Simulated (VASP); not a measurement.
Crystal: Ti2C.

```
Ti C
1.0
     3.37449    0.00000    0.00000
     0.00000    3.37449    0.00000
     0.00000    0.00000    3.41219
Ti C
2 1
Cartesian
  1.6872 0.0000 2.5295
  0.0000 1.6872 0.8827
  0.0000 0.0000 0.0000
```

The cell was built by a generator and needn't be a form met in nature.

- Program: VASP 6.6.1
- Task: relaxation of cell and atoms
- Functional: PBE
- Potentials or basis: VASP PAW PBE potentials, release 64 (Ti_sv, C)
- Cutoff: 520 eV
- k mesh: 6 × 6 × 6
- Occupations: gaussian, width 0.15 eV
- Spin: no spin polarisation

At the start: pressure 22.7 GPa; volume 12.95 Å³/atom.

Problem. How do energy, volume and symmetry change on relaxing?

Solution. Over 19 steps the energy falls by 333.5 meV/atom and the volume is 13.20 Å³/atom (+1.9 %); space group P-4m2 (No. 115, to 0.05 Å).

Step by step:
```tsv
step	energy change (eV)	largest force (eV/Å)	pressure (GPa)	volume (Å³)
1	0.0000	1.6606	22.69	38.86
2	0.0112	0.7287	-18.28	49.99
3	-0.4498	0.0923	-2.69	43.76
4	-0.5933	0.1027	-2.81	42.97
5	-0.9419	0.1569	-0.82	40.66
6	0.5059	0.4178	26.05	34.49
7	-0.9795	0.2828	2.25	40.03
8	-0.9892	0.2284	1.11	39.59
9	-0.9891	0.2353	1.84	39.49
10	-0.9812	0.0361	-3.96	40.60
11	-0.9940	0.1601	-0.64	39.92
12	-0.9940	0.1856	-0.57	39.88
13	-0.9988	0.0565	-0.68	39.82
14	-0.9997	0.0000	-0.85	39.78
15	-0.9998	0.0563	-0.87	39.77
16	-0.9998	0.0137	-0.78	39.78
17	-0.9998	0.0338	-0.86	39.77
18	-0.9975	0.0553	1.53	39.13
19	-1.0004	0.0020	0.21	39.60
```

Final structure:
```
Ti C
1.0
     3.76025    0.00000    0.00000
     0.00000    3.76025    0.00000
     0.00000    0.00000    2.80091
Ti C
2 1
Cartesian
  1.8801 0.0000 1.9853
  0.0000 1.8801 0.8157
  0.0000 0.0000 0.0000
```
